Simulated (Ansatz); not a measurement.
This P structure is the end of a relaxation. The cell was found from a structure generator's guess, not taken from experiment.

These are results of DFT PBE, scalar-relativistic, plane waves, PAW (Ansatz), not measurements. Cutoff 420 eV, Γ-centred mesh, Gaussian smearing, no spin polarisation.

```
P
1.0
     3.46884    0.00000    0.00000
    -1.73442    3.00410    0.00000
     0.00000    0.00000   14.22229
P
9
Direct
  0.50000 0.50000 0.05454
  0.50000 0.00000 0.72121
  0.00000 0.50000 0.38787
  0.50000 0.50000 0.61213
  0.50000 0.00000 0.27879
  0.00000 0.50000 0.94546
  0.00000 0.00000 0.50000
  0.00000 0.00000 0.16667
  0.00000 0.00000 0.83333
```

Energies count from the standard state of P at the same level. The references include black phosphorus.

Q: What space group does it have?

A: P6_222 (No. 180). Conventional cell: a = 3.469 Å, c = 14.222 Å. P on a site of symmetry 2 is surrounded by 4 P at 2.33–2.36 Å; P on a site of symmetry 222 has 4 P at 2.36 Å.

Q: How far does it lie from the standard state of P?

A: +0.36 eV/atom. So it is a metastable form at best.

Q: Is it a metal?

A: Yes, bands cross the Fermi level on the 12×12×4 mesh.

Q: From what recipe could a structure generator have reached it?

A: One such recipe: 4-connected net of one element (P6_222, No. 180). Other recipes can lead to the same cell.

The last run used a 12×12×4 mesh (in the run's order of axes) for its 9-atom cell and Gaussian smearing of 0.10 eV. The reference form of P is held partly by dispersion forces, which this level lacks. Symmetry constrained the relaxation, so the result can be a saddle point. Another cell of P relaxed alike, in P6_3/mmc, lies 0.35 eV/atom lower, so this cell isn't the stable form at this level.
